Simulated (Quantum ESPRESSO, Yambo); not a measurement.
# A GW chain in Yambo: InP (F-43m), part 2 of 3

How does a plane-wave GW calculation on InP (F-43m) run from the first input to the gap?

Quantum ESPRESSO 7.5 and Yambo 5.3.0; PBE and many-body steps on it, plane waves. Known limits of the many-body steps: not at the basis limit; coarse k mesh.

So far. Step 2 (Ground state): The gap is direct, at Γ. Step 3 (Bands along the symmetry lines): The gap is 0.681 eV, as in the run before at this level.

The database entry behind the starting cell differs from later determinations by our own check (0.1 to 0.3 % short, probably kX units), so it need not match the best structure at ambient conditions.

## (4) Empty states on the mesh, 4×4×4 mesh, 174 bands

Level of this step: DFT, PBE with spin-orbit coupling, plane waves, norm-conserving pseudopotentials (Quantum ESPRESSO).

The sums over transitions need many empty states on a uniform mesh; this step solves for them.

Input file pw.in:

```
&control
  calculation = 'nscf'
  prefix = 'x'
  outdir = 'o'
  pseudo_dir = 'pseudo'
/
&system
  ibrav = 0
  nat = 2
  ntyp = 2
  ecutwfc = 80.0
  nbnd = 174
  force_symmorphic = .true.
  noncolin = .true.
  lspinorb = .true.
/
&electrons
  conv_thr = 1e-9
  electron_maxstep = 80
  diago_full_acc = .true.
  diago_thr_init = 5e-6
/
ATOMIC_SPECIES
  In 114.82 In.upf
  P 30.974 P.upf
CELL_PARAMETERS angstrom
  0.0000000000 2.9305000000 2.9305000000
  2.9305000000 -0.0000000000 2.9305000000
  2.9305000000 2.9305000000 0.0000000000
ATOMIC_POSITIONS crystal
  In 0.0000000000 0.0000000000 0.0000000000
  P 0.2500000000 0.2500000000 0.2500000000
K_POINTS automatic
  4 4 4 0 0 0
```

Command:

```
> OMP_NUM_THREADS=1 mpirun -n 4 pw.x -nk 4 -in pw.in > pw.out
```

What it wrote:

```text
[banner, memory and clock lines left out]
Program PWSCF v.7.5 starts

     Atomic positions and unit cell read from directory:
     o/x.save/

     Message from routine setup:
     using ibrav=0 with symmetry is DISCOURAGED, use correct ibrav instead

     G-vector sticks info

     bravais-lattice index     =            0
     lattice parameter (alat)  =       7.8317  a.u.
     unit-cell volume          =     339.6658 (a.u.)^3
     number of atoms/cell      =            2
     number of atomic types    =            2
     number of electrons       =        26.00
     number of Kohn-Sham states=          174
     kinetic-energy cutoff     =      80.0000  Ry
     charge density cutoff     =     320.0000  Ry
     Exchange-correlation= PBE
                           (   1   4   3   4   0   0   0)
     Non magnetic calculation with spin-orbit

     celldm(1)=   7.831692  celldm(2)=   0.000000  celldm(3)=   0.000000
     celldm(4)=   0.000000  celldm(5)=   0.000000  celldm(6)=   0.000000

     crystal axes: (cart. coord. in units of alat)
               a(1) = (   0.000000   0.707107   0.707107 )
               a(2) = (   0.707107  -0.000000   0.707107 )
               a(3) = (   0.707107   0.707107   0.000000 )

     reciprocal axes: (cart. coord. in units 2 pi/alat)
               b(1) = ( -0.707107  0.707107  0.707107 )
               b(2) = (  0.707107 -0.707107  0.707107 )
               b(3) = (  0.707107  0.707107 -0.707107 )
     Pseudo is Norm-conserving + core correction, Zval = 21.0
     Generated using ONCVPSP code by D. R. Hamann
     Using radial grid of 1986 points, 10 beta functions with:
     Pseudo is Norm-conserving + core correction, Zval =  5.0
     Generated using ONCVPSP code by D. R. Hamann
     Using radial grid of 1298 points, 10 beta functions with:
     In               21.00   114.82000     In( 1.00)
     P                 5.00    30.97400     P ( 1.00)

     24 Sym. Ops. (no inversion) found

   Cartesian axes

     site n.     atom                  positions (alat units)
         1        In     tau(   1) = (   0.0000000   0.0000000   0.0000000  )
         2        P      tau(   2) = (   0.3535534   0.3535534   0.3535534  )

     number of k points=     8
                       cart. coord. in units 2pi/alat
        k(    1) = (   0.0000000   0.0000000   0.0000000), wk =   0.0156250
        k(    2) = (   0.1767767   0.1767767  -0.1767767), wk =   0.1250000
        k(    3) = (  -0.3535534  -0.3535534   0.3535534), wk =   0.0625000
[...]
k(    7) = (  -0.7071068   0.0000000   0.0000000), wk =   0.0468750
        k(    8) = (  -0.7071068   0.3535534   0.0000000), wk =   0.0937500

     Dense  grid:    32743 G-vectors     FFT dimensions: (  45,  45,  45)

     The potential is recalculated from file :
     o/x.save/charge-density

     Starting wfcs are   34 randomized atomic wfcs +  140 random wfcs

     Band Structure Calculation

     End of band structure calculation

          k = 0.0000 0.0000 0.0000 (  4111 PWs)   bands (ev):

  -106.6215-106.6215 -69.7287 -69.7287 -63.0840 -63.0840 -63.0840 -63.0840
    -6.3232  -6.3232  -6.3232  -6.3232  -5.5408  -5.5408  -5.4382  -5.4382
    -5.4382  -5.4382  -3.1994  -3.1994   8.2509   8.2509   8.3498   8.3498
     8.3498   8.3498   9.0305   9.0305  12.0975  12.0975  12.5536  12.5536
[...]
[... 10 further rows ...]
[...]
77.9495  77.9495  77.9495  77.9496  78.6343  78.6344

          k = 0.1768 0.1768-0.1768 (  4089 PWs)   bands (ev):

  -106.6214-106.6214 -69.7288 -69.7288 -63.0841 -63.0841 -63.0841 -63.0841
[...]
[... 10 further rows ...]
[...]
75.6488  75.6488  75.6722  75.6729  77.9327  77.9333

          k =-0.3536-0.3536 0.3536 (  4092 PWs)   bands (ev):

  -106.6214-106.6214 -69.7288 -69.7288 -63.0842 -63.0842 -63.0841 -63.0841
[...]
37.6814  37.6814  39.4466  39.4466  39.6342  39.6342  39.9931  39.9931
     [... 10 further rows ...]
    69.0420  69.0420  71.0282  71.0282  71.6154  71.6154  71.6307  71.6307
    72.1187  72.1187  74.1686  74.1686  74.2060  74.2060

          k = 0.3536 0.0000 0.0000 (  4088 PWs)   bands (ev):

     [... further k-points ...]

     highest occupied, lowest unoccupied level (ev):     8.3498    9.0305

     XML data file, pseudopotentials, collected wavefunctions
```

The job ended after 27 s (4 MPI ranks of Intel Xeon Platinum 8259CL at 2.50GHz (Skylake/Cascade Lake), shared host; peak memory 0.74 GiB; 1.8 min of CPU time).

This step gave:

* gap: 0.6808 eV
* k of the valence top: 0, 0, 0
* k of the conduction bottom: 0, 0, 0
* least direct gap: 0.6808 eV
* k points computed: 8
* lowest point of the top converged band, above the valence top: 65.8562 eV

On this mesh the gap is 0.681 eV.

## (5) Conversion and set-up

This step: Yambo 5.3.0; conversion and set-up on PBE with spin-orbit coupling, plane waves, norm-conserving pseudopotentials.

The states are converted to the many-body program's format and the q mesh is built.

Command:

```
> (cd o/x.save; p2y > p2y.log; mv SAVE ../..); yambo > setup.log
```

What it wrote:

```text
 Yambo, version 5.3.0

 [02] CORE Variables Setup
 =========================

  [02.01] Unit cells
  ==================

  Cell kind             :  FCC
  Atoms in the cell     :  In  P
  number of In atoms    :  1
  number of P  atoms    :  1

  List of atomic masses
  Mass of In    :  114.8200
  Mass of P     :  30.97400

  List of atomic coordinates    : [cc]
  In1       :  0.000000  0.000000  0.000000  order 1
  P1       :  2.768921  2.768921  2.768921  order 2

  Alat factors          :  5.537842  5.537842  5.537842 [a.u.]
  Direct lattice volume :  339.6658 [a.u.]
  Direct lattice vectors:  A[ 1 ]  A[ 2 ]  A[ 3 ]
   A[ 1 ]:  0.000000  1.000000  1.000000  [iru]
   0.000000  5.537842  5.537842  [cc]
   A[ 2 ]:  1.000000 -0.000000  1.000000  [iru]
   5.537842 -0.000000  5.537842  [cc]
   A[ 3 ]:  1.000000  1.000000  0.000000  [iru]
   5.537842  5.537842  0.000000  [cc]

  Recip. lattice volume :  0.730277 [a.u.]
  Recip. lattice vectors:  B[ 1 ]  B[ 2 ]  B[ 3 ]
   B[ 1 ]: -0.500000  0.500000  0.500000  [iku]
  -0.567295  0.567295  0.567295  [cc]
   B[ 2 ]:  0.500000 -0.500000  0.500000  [iku]
   0.567295 -0.567295  0.567295  [cc]
   B[ 3 ]:  0.500000  0.500000 -0.500000  [iku]
   0.567295  0.567295 -0.567295  [cc]

  [02.02] Symmetries
  ==================

  Inversion symmetry    : yes
  Spatial inversion     : no
  Inversion index       :  25
  K-space Time-reversal : yes
  Magnetic symmetries   : no
  Time-reversal derived K-space symmetries:   25   48
  Group table correct   : yes
  Symmetries units      :  [cc]

   [S  1]:   1.0000      0.21494E-16  0.21494E-16  0.21494E-16   1.0000     -0.21494E-16 -0.21494E-16 -0.21494E-16   1.0000
   [S  2]:  -1.0000     -0.21494E-16  0.21494E-16 -0.21494E-16  -1.0000     -0.21494E-16  0.21494E-16  0.21494E-16   1.0000
   [S  3]:  -1.0000      0.21494E-16 -0.21494E-16 -0.21494E-16   1.0000      0.21494E-16  0.21494E-16 -0.21494E-16  -1.0000
[...]
[S  9]:  0.21494E-16   1.0000      0.21494E-16 -0.21494E-16  0.21494E-16   1.0000       1.0000     -0.21494E-16 -0.21494E-16
   [S 10]:  0.21494E-16  -1.0000     -0.21494E-16 -0.21494E-16 -0.21494E-16  -1.0000       1.0000      0.21494E-16  0.21494E-16
     [... 36 further rows ...]
   [S*47]:   1.0000      0.21494E-16 -0.21494E-16  0.21494E-16 -0.21494E-16  -1.0000     -0.21494E-16   1.0000      0.21494E-16
   [S*48]:   1.0000     -0.21494E-16  0.21494E-16  0.21494E-16  0.21494E-16   1.0000     -0.21494E-16  -1.0000     -0.21494E-16

  [02.03] Reciprocal space
  ========================

  nG shells         :   333
  nG charge         :   32743
  nG WFs            :   4987
  nC WFs            :   4128
  G-vecs. in first 33 shells:  [ Number ]
     1    9   15   27   51   59   65   89  113
    137   169   181   229   259   283   307   331   339
    387   411   459   531   537   561   609   645   701
    725   749   821   869   893   941
  ...
[...]
K/Q-points units:
  rlu = crystal or reduced units; cc = cartesian coordinates; iku = interal k-units

  K [1]          [rlu]:  0.000000  0.000000  0.000000
         WF components:   4111
  K [2]          [rlu]:  0.52668E-17  0.52668E-17  0.25000
         WF components:   4089
  K [3]          [rlu]: -0.10534E-16 -0.10534E-16 -0.50000
         WF components:   4092
  K [4]          [rlu]: -0.87374E-19  0.25000      0.25000
         WF components:   4088
  K [5]          [rlu]:  0.86628E-17  0.25000     -0.50000
         WF components:   4097
  [... 2 further k-points ...]
  K [8]          [rlu]:  0.250000 -0.500000 -0.250000
         WF components:   4128

  [02.05] Energies & Occupations
  ==============================

  [X] === General ===
  [X] Electronic Temperature                        :  0.000000  0.000000 [eV K]
  [X] Bosonic    Temperature                        :  0.000000  0.000000 [eV K]
  [X] Finite Temperature mode                       : no
  [X] El. density                                   :  0.51656E+24 [cm-3]
  [X] Fermi Level                                   :  8.349752 [eV]

  [X] === Gaps and Widths ===
  [X] Conduction Band Min                           :  0.680775 [eV]
  [X] Valence Band Max                              :  0.000000 [eV]
  [X] Filled Bands                                  :  26
  [X] Empty Bands                                   :   27  174
  [X] Direct Gap                                    :  0.680775 [eV]
  [X] Direct Gap localized at k                     :  1
  [X] Indirect Gap                                  :  0.680775 [eV]
  [X] Indirect Gap between kpts                     :  1  1
  [X] Last valence band width                       :  2.878446 [eV]
  [X] 1st conduction band width                     :  3.579530 [eV]

  E @ K [1]:  [eV]
  -114.9712 -114.9712  -78.0785  -78.0785  -71.4338  -71.4338  -71.4338  -71.4338
  -14.67299 -14.67299 -14.67299 -14.67299 -13.89051 -13.89051 -13.78794 -13.78794
   -13.7879     -13.7879     -11.5492     -11.5492    -0.988963E-1 -0.988963E-1 -0.477223E-8 -0.266629E-8
[...]
occ @ K [1]
[...]
E @ K [2]:  [eV]
[...]
occ @ K [2]
[...]
E @ K [3]:  [eV]
[...]
occ @ K [3]
[...]
E @ K [4]:  [eV]
[...]
occ @ K [4]
[...]
E @ K [5]:  [eV]
[...]
occ @ K [5]
[...]
[... 2 further k-points ...]
  E @ K [8]:  [eV]
[...]
occ @ K [8]
[...]
0.000000  0.000000  0.000000  0.000000  0.000000  0.000000  0.000000  0.000000
   0.000000  0.000000  0.000000  0.000000  0.000000  0.000000  0.000000  0.000000

 [03] Transferred momenta grid and indexing
 ==========================================

 IBZ Q-points                                      :   8
 BZ  Q-points                                      :   64

 K/Q-points units:
 rlu = crystal or reduced units; cc = cartesian coordinates; iku = interal k-units

 Q [1]          [rlu]:  0.000000  0.000000  0.000000
 Q [2]          [rlu]:  0.54193E-16  0.26437E-16  0.25000
 Q [3]          [rlu]: -0.10839E-15 -0.52875E-16 -0.50000
[...]
Q [7]          [rlu]:  0.17475E-18 -0.50000     -0.50000
 Q [8]          [rlu]:  0.250000 -0.500000 -0.250000

  [03.01] X indexes
  =================

   [03.01.01] Sigma indexes
   ========================

 [06] Game Over & Game summary
```

Wall time 4.4 s (1 MPI rank); peak memory 0.25 GiB.

[end of part 2 of 3]

[Paths, hosts, dates, memory and timing lines, banners, echoed tables and standing remarks are left out of the program output.]

[Logs are printed without paths, hosts, clocks, repeated set-up lines and the standing remarks that a program may print on its own settings, such as how far it seeks lower states.]

[Runs of the session that timed out or met a known fault of the program may be left out.]

[Hosts, paths, dates, database ids (printed as entryN), source tags and the programs' standing remarks are cut or masked in the printed files.]
